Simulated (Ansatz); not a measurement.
Runs of Ansatz 0.2.0 on MnS. Symmetry: F-43m, No. 216, cubic system. The conventional cell has a = 4.947 Å, b = 4.947 Å, c = 4.947 Å, α = 90.00°, β = 90.00°, γ = 90.00°. Around Mn (site symmetry -43m) lie 4 S at 2.14 Å. Around S (site symmetry -43m) lie 4 Mn at 2.14 Å. The cell is a database's computed one.

| task | level | spin | U | fixed moment (μB) | cell | k mesh | cutoff (eV) | smearing | points for each segment of the path | atoms under strain | hubbard projectors | double counting | mesh quality | gap on the mesh (eV) | pressure (GPa) | moment (μB) | relaxed volume (Å³/atom) |
| --- | --- | --- | --- | --- | --- | --- | --- | --- | --- | --- | --- | --- | --- | --- | --- | --- | --- |
| relaxation of cell and atoms | PBEsol+D4 | collinear, ferromagnetic start | - | - | relaxed | 9 × 9 × 9 | 420 | fermi-dirac 0.05 eV | - | - | - | - | not flagged | none | 0.0 | 0.18 | 14.55 |
| relaxation of cell and atoms | BLYP | collinear, ferromagnetic start | - | - | relaxed | 9 × 9 × 9 | 420 | fermi-dirac 0.05 eV | - | - | - | - | not flagged | - | 0.0 | 0.16 | 16.33 |
| band structure | r2SCAN50 | collinear, ferromagnetic start | - | - | as given | 5 × 5 × 5 | 500 | fermi-dirac 0.05 eV | 4 | - | - | - | coarse | - | 67.4 | 5.00 | - |
| relaxation of cell and atoms | HSE06 | collinear, ferromagnetic start | - | - | relaxed | 5 × 5 × 5 | 420 | fermi-dirac 0.05 eV | - | - | - | - | coarse | (a) | 0.0 | 5.00 | 22.95 |
| elastic constants | LDA | collinear, ferromagnetic start | - | - | as given | 7 × 7 × 7 | 420 | fermi-dirac 0.05 eV | - | clamped | - | - | not flagged | none | -6.9 | 0.21 | - |
| elastic constants | LDA+U | collinear, program default start | Mn d U = 8 eV | 0 | as given | 7 × 7 × 7 | 420 | tetrahedron | - | relaxed | ortho-atomic (the default) | fll (the default) | not flagged | - | 10.5 | 0.00 | - |
| relaxation of cell and atoms | PBEsol+D3(BJ) | collinear, ferromagnetic start | - | - | relaxed | 9 × 9 × 9 | 420 | fermi-dirac 0.05 eV | - | - | - | - | not flagged | none | 0.0 | 0.16 | 14.38 |
| relaxation of cell and atoms | revPBE | collinear, ferromagnetic start | - | - | relaxed | 9 × 9 × 9 | 420 | fermi-dirac 0.05 eV | - | - | - | - | not flagged | - | 0.0 | 0.25 | 15.74 |
| relaxation of cell and atoms | RPBE | collinear, ferromagnetic start | - | - | relaxed | 9 × 9 × 9 | 420 | fermi-dirac 0.05 eV | - | - | - | - | not flagged | - | 0.0 | 0.25 | 15.85 |
| band structure | r2SCAN | collinear, ferromagnetic start | - | - | as given | 9 × 9 × 9 | 500 | fermi-dirac 0.05 eV | 14 | - | - | - | not flagged | none | 33.4 | 3.69 | - |
| relaxation of cell and atoms | revPBE+D3(BJ) | collinear, ferromagnetic start | - | - | relaxed | 9 × 9 × 9 | 420 | fermi-dirac 0.05 eV | - | - | - | - | not flagged | - | 0.0 | 0.18 | (b) |
| band structure | revPBE | collinear, ferromagnetic start | - | - | as given | 9 × 9 × 9 | 420 | fermi-dirac 0.05 eV | 14 | - | - | - | not flagged | none | 5.4 | 0.22 | - |

Alike in all rows: potentials or basis Ansatz PAW.

Task: Estimate the missing entries.

Result: (a) 2.07; (b) 14.60.

Caveats: some runs use coarse meshes; the PAW data sets come from PBE, with cores solved anew for the run's functional, which leaves a small shift of forces and pressure; the moment fell far below its start of 4 μB, so a state of higher moment may lie lower in energy (some runs); the plane-wave basis is chosen anew once the cell has moved, so the energies of steps on either side of that aren't comparable (some runs); the starting moments weren't kept (some runs); semilocal functionals often make such compounds metallic where correlation or magnetic order opens a gap, which also shifts bond lengths (some runs); the magnetic or orbital state may not be the lowest (some runs); a cell with one magnetic atom can't hold antiferromagnetic order, which such compounds often take (some runs).

A k mesh can miss the band edges.

A gap of «none» marks a metal or a gap under the smearing width.

Runs at the PBE level aren't shown here.
